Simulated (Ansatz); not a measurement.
## Equation of state of NiO under PBEsol

Symmetry: Fm-3m, No. 225, cubic system. The conventional cell has a = 4.172 Å, b = 4.172 Å, c = 4.172 Å, α = 90.00°, β = 90.00°, γ = 90.00°. Ni (site symmetry m-3m) has 6 O at 2.09 Å as nearest neighbours. O (site symmetry m-3m) is surrounded by 6 Ni at 2.09 Å.

The cell was scaled at fixed shape and fractions and run with Ansatz, all-electron LAPW, scalar-relativistic; PBEsol, k mesh 11 × 11 × 11 on the cell of 2 atoms, fermi-dirac occupations of 0.05 eV, collinear spin, ferromagnetic start, no spin-orbit coupling. Energies are those that the program minimises, any entropy of the smearing included. For a metal such a mesh isn't converged to the digits shown. The magnetic state is the one that the start led to, which needn't be the lowest.

```tsv
V (Å³/atom)	energy over the lowest row (meV/atom)
8.5312	3.24
8.7127	0.00
8.8942	1.74
9.0757	7.65
9.2572	17.14
9.4388	?
9.6203	45.28
```

Problem. Fit the third-order Birch-Murnaghan form, give V0, B0 and B′, and predict the energy left open.

Solution. With y = (V0/V)^(2/3), E = E0 + (9 V0 B0/16) [(y - 1)³ B′ + (y - 1)² (6 - 4y)]. Least squares through the rows shown give V0 = 8.7367 Å³/atom, E0 = -0.01 meV, B0 = 202.9 GPa (1 eV/Å³ = 160.218 GPa) and B′ = 5.93, with a largest miss of 0.03 meV. At V = 9.4388 the form with these constants gives 29.87 meV; the run gave 29.84 meV an atom.

The fitted minimum lies at a smaller volume than the listed cell, which is close to the measured size of NiO, so this calculation overbinds the oxide. A probable cause is that the semilocal functional delocalises the Ni 3d electrons and overstates their covalent mixing with O 2p, though the imposed ferromagnetic start may also contribute, since real NiO orders antiferromagnetically through superexchange across oxygen.

The high stiffness is that expected of a rock-salt oxide of doubly charged ions, where strong electrostatic attraction is balanced by short-range repulsion between overlapping shells. That repulsion rises steeply on compression and fades quickly on expansion, which makes the curve asymmetric and B′ positive.

The close match at the omitted volume supports a smooth curve on a single electronic branch, but it tests interpolation only. With just two rows on the compressed side of the minimum, one of them almost at the minimum itself, B′ rests mainly on the expanded cells and is a less secure guide to behaviour under high pressure than V0 or B0 is near equilibrium.
